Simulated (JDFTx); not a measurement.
# Rh under changes of volume

One of the cells (13.671 Å³/atom); the others are scaled copies at fixed shape and fractional positions:

```
CELL_PARAMETERS angstrom
0.00000 1.89785 1.89785
1.89785 0.00000 1.89785
1.89785 1.89785 0.00000
ATOMIC_POSITIONS crystal
Rh 0.00000 0.00000 0.00000
```

```yaml
Program: JDFTx 1.7.0 (patched build)
Functional: r2SCAN
Potentials_or_basis: SG15-PBE-1.2
Cutoff: 1088 eV
Density_cutoff: 4354 eV
k_mesh: 12 × 12 × 12
Occupations: fermi-dirac, width 0.05 eV
Spin: no spin polarisation
```

| volume (Å³/atom) | energy over the lowest point (meV/atom) | pressure (GPa) |
| --- | --- | --- |
| 12.851 | 43.34 | 19.4 |
| 13.125 | 16.98 | 11.7 |
| 13.398 | 3.01 | 4.9 |
| 13.671 | 0.00 | -1.1 |
| 13.945 | 6.70 | -6.4 |
| 14.218 | ? | ? |
| 14.492 | 44.76 | -15.3 |

**Question.** What does the run at 14.218 Å³/atom give?

**Answer.** Energy over the lowest point 21.96 meV/atom; pressure -11.1 GPa.

Worked out: A Birch-Murnaghan fit of order 3 (a polynomial in V^(-2/3)) to the other rows has its minimum at 13.61 Å³/atom with B0 = V·E''(V) = 289 GPa and B' = 5.1. It gives 21.90 meV/atom at 14.218 Å³/atom, against the run's 21.96, and -dE/dV = -11.2 GPa, against -11.1.

Energies are extrapolated to zero smearing.

Caveats: the potentials were made for another functional, which shifts forces and pressure.
